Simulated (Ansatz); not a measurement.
Input and command of a calculation in Ansatz (plane waves; scalar-relativistic PAW potentials unless the input names others):

```yaml
crystal:
  lattice:
    - [5.1423512025, 0.0, 0.0001215039]
    - [0.0, 3.1649848011, 0.0]
    - [-0.0035856884, 0.0, 5.478494138]
  atoms:
    - { symbol: Al, position: [0.0006034235, 0.5, 0.6673576246] }
    - { symbol: Ga, position: [0.4991167026, 0.5, 0.3349195796] }
    - { symbol: Ga, position: [0.499027384, 0.0, 0.8315570006] }
    - { symbol: Ga, position: [1.0540118452, -0.0879810388, 0.1661793274] }
    - { symbol: "N", position: [0.1196687536, 0.5, 0.3400974151] }
    - { symbol: "N", position: [0.1176459797, 0.0, 0.8263760593] }
    - { symbol: "N", position: [0.6204436392, 0.0, 0.1662162869] }
    - { symbol: "N", position: [0.6312323461, 0.5, 0.6672965055] }
basis:
  ecutwfc: "36.7 Ry"
kpoints:
  mp_grid: { grid: [2, 3, 2] }
hamiltonian:
  xc: pbesol
scf:
  occupations: { method: gaussian, width: 0.05 }
output:
  forces: true
  eigenvalues: true
  stress: true
```

```bash
ansatz run input.yaml --threads 2 --pin off --max-ram 5120MiB --backend cpu --events-out ev --progress --plain --runs-dir out
```

Abridged log:
```
Pseudopotentials: kind: paw
Pseudopotential: Al, paw, valence charge 3, recommended cutoff 420 eV (normal)
Pseudopotential: Ga, paw, valence charge 13, recommended cutoff 420 eV (normal)
Pseudopotential: N, paw, valence charge 5, recommended cutoff 420 eV (normal)
Functional definition: PBEsol
Crystal: 8 atoms, lattice volume = 89.165 Å³
Basis set: ecut = 499.32893761 eV, 2239 PW (Γ), exchange–correlation on 80×48×80 points (8 copies of the dense FFT grid, shifted against one another)
Bands: 39, of which v1, the nominal top of the filled ones, is band 31 counted from 1 (30 counted from 0)
Symmetry: 1 space group operations
Space group: P1 (ITA 1), of the structure as read, at distance tolerance 4.5e-5 Å
k-points: 8 of 12 (time reversal used)
Initial density: superposition of atomic densities (neutral atoms: chi_scale 0, normalization atom), corrected by the library's trained network
Initial wavefunctions: pseudopotential atomic-orbital guess
Functional: x = pbesol(κ = 0.804, μ = 0.12345679), c = pbesol(β = 0.046)
SCF iter   1: F=—  HF=-13272.981803 eV  |F-HF|=—  |Δ(HF+E_count)|=         —  Δρ=1.02e-2  dr2=8.86e-2  ethr=1.77e-3  ⟨swp⟩=6.1  Hψ=1274  notcnv=0
SCF iter   2: F=—  HF=-13272.957243 eV  |F-HF|=—  |Δ(HF+E_count)|=   2.46e-2  Δρ=1.96e-3  dr2=2.70e-3  ethr=1.43e-4  ⟨swp⟩=2.0  Hψ=477  notcnv=0  defer=25
SCF iter   3: F=—  HF=-13272.956938 eV  |F-HF|=—  |Δ(HF+E_count)|=   3.06e-4  Δρ=8.97e-4  dr2=5.55e-4  ethr=4.36e-6  ⟨swp⟩=2.1  Hψ=370  notcnv=0  defer=17
automatic band count: iteration 3 solves 38 bands in place of 39: the levels show a gap, and the empty bands left out lie too high to hold charge; the band table lists the bands solved (type scf.n_extra_bands for more)
SCF iter   4: F=—  HF=-13272.956920 eV  |F-HF|=—  |Δ(HF+E_count)|=   1.74e-5  Δρ=3.20e-4  dr2=9.50e-5  ethr=8.95e-7  ⟨swp⟩=2.0  Hψ=382  notcnv=0  defer=17
SCF iter   5: F=—  HF=-13272.956976 eV  |F-HF|=—  |Δ(HF+E_count)|=   5.57e-5  Δρ=9.17e-5  dr2=7.23e-6  ethr=1.53e-7  ⟨swp⟩=2.1  Hψ=535  notcnv=0  defer=17
SCF iter   6: F=—  HF=-13272.956977 eV  |F-HF|=—  |Δ(HF+E_count)|=   5.06e-7  Δρ=3.58e-5  dr2=1.21e-6  ethr=1.17e-8  ⟨swp⟩=2.0  Hψ=521  notcnv=0  defer=17
SCF iter   7: F=-13272.956976 eV  HF=-13272.956976 eV  |F-HF|=2.17e-8  |Δ(HF+E_count)|=   4.39e-7  Δρ=9.65e-6  dr2=7.54e-8  ethr=1.61e-10  ⟨swp⟩=7.2  Hψ=1465  notcnv=0
SCF 1 converged in 7 iterations: F = -13272.956976 eV  dr2 = 7.54e-8
SCF converged after 7 iterations
Free energy (F): -13272.956976 eV
Harris-Foulkes:  -13272.956976 eV  (|F-HF|=2.17e-8)
Internal energy: -13272.956976 eV  (E = F + TS)
E sigma→0 (E₀):  -13272.956976 eV
Fermi energy:    10.318989 eV
--- Forces (eV/Å), atoms counted from 1 ---
  atom   1  Al    -0.41768401    -0.14694310     0.04895240
  atom   2  Ga     1.35322694    -0.22834135    -0.01327497
  atom   3  Ga     0.80481996     0.04660459     0.11454752
  atom   4  Ga    -3.69468823     6.45348654    -3.21304246
  atom   5  N      1.41186147    -5.64008561     3.38724816
  atom   6  N      0.19405698    -0.19119678    -0.30645117
  atom   7  N      0.32698863    -0.28527896     0.00987044
  atom   8  N      0.02149793    -0.00827844    -0.02785091
--- Stress (GPa, compression-positive) ---
       -0.597342      -2.833817       1.935701
       -2.833815      10.131267      -9.086152
        1.935726      -9.086152       5.754766
  P = ⅓ Tr σ = 5.0962 GPa (50.962 kbar)
```

Apart from outputs and empty bands, the input differs from a reference run on usual settings in kpoints.mp_grid.grid: [6, 8, 6] → [2, 3, 2]; basis.ecutwfc: 420 → "36.7 Ry". The reference, at the same geometry (not necessarily relaxed), gave pressure 5.20 GPa, largest force 8.065 eV/Å, gap on the mesh 2.16 eV. This run converged in 7 SCF iterations (reference: 7) with an energy at zero smearing 23.91 meV/atom above the reference's, pressure 5.10 GPa, largest force 8.101 eV/Å, gap on the mesh 2.14 eV. Its k mesh is looser than usual, and the result moved.

Time: 3.8 s on 2 threads of Intel(R) Xeon(R) Processor @ 2.50GHz (Skylake/Cascade Lake), with other jobs on the host, peak memory 0.36 GiB.